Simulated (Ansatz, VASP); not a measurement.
## B in VASP and in Ansatz

Contents of INCAR:

```
PREC     = Accurate       # precision mode
ENCUT    = 520            # plane-wave cutoff, eV
EDIFF    = 1E-6           # SCF threshold, eV
ISMEAR   = 0              # smearing method
SIGMA    = 0.1            # smearing width, eV
LREAL    = F              # projectors in reciprocal space
LASPH    = T              # aspherical terms in the spheres
NELM     = 100            # most SCF steps
ALGO     = Fast           # electronic algorithm
ISIF     = 2              # what is computed and relaxed
LWAVE    = F              # write WAVECAR
LCHARG   = F              # write CHGCAR
GGA      = PS             # functional
NBANDS   = 10             # bands
```

KPOINTS

```
Automatic mesh
0
Gamma
  8 8 10
```

The input POSCAR:

```
B
1.0
    1.6249722995     -2.5535862123      0.0000000000
    1.6249722995      2.5535862123      0.0000000000
   -0.9294248425      0.0000000000      1.5955382048
B
2
Direct
    0.1697614300      0.8302385700      0.5000000000
    0.8302385700      0.1697614300      0.5000000000
```

Input for Ansatz:

```yaml
crystal:
  lattice:
    - [1.6249722995, -2.5535862123, 0.0]
    - [1.6249722995, 2.5535862123, 0.0]
    - [-0.9294248425, 0.0, 1.5955382048]
  atoms:
    - { symbol: B, position: [0.16976143, 0.83023857, 0.5] }
    - { symbol: B, position: [0.83023857, 0.16976143, 0.5] }
basis:
  ecutwfc: 420
kpoints:
  mp_grid: { grid: [8, 8, 10] }
hamiltonian:
  xc: pbesol
scf:
  occupations: { method: gaussian, width: 0.1 }
  lower_state_search: "off"
output:
  forces: true
  stress: true
  eigenvalues: true
```

Change from the starting cell: the structure that the rattled iodine type (Cmce, No. 64) fell into.

Alike in both runs: task single point; functional PBEsol; k mesh 8 × 8 × 10; occupations gaussian, width 0.1 eV; no spin polarisation.

|  | VASP | Ansatz |
| --- | --- | --- |
| version | VASP 6.6.1 | Ansatz 0.2.0 |
| potentials or method | VASP PAW PBE potentials, release 64 (B) | scalar-relativistic, plane waves, PAW |
| plane-wave cutoff (eV) | 520 | 420 |
| valence electrons in the cell | 6 | 6 |

|  | VASP | Ansatz | Ansatz less VASP |
| --- | --- | --- | --- |
| gap on the k mesh at the Fermi level (eV) | none | none | - |
| pressure (GPa) | 0.7 | 0.4 | -0.30 |
| largest component of the traceless stress (GPa) | 1.36 | 1.47 | +0.109 |
| rms of the force components (eV/Å) | 0.059 | 0.063 | +0.0038 |

Atom by atom the forces differ by 0.004 eV/Å (rms over components). A gap of «none» marks a metal or a gap that the smearing closes. With one functional, cell and mesh, what is left measures potentials, basis and numerics.

Caveats: the k mesh is coarse (spacing up to 0.39 Å⁻¹), so the values aren't converged; the PAW data sets were made with another functional, which shifts forces and pressure a little (VASP).
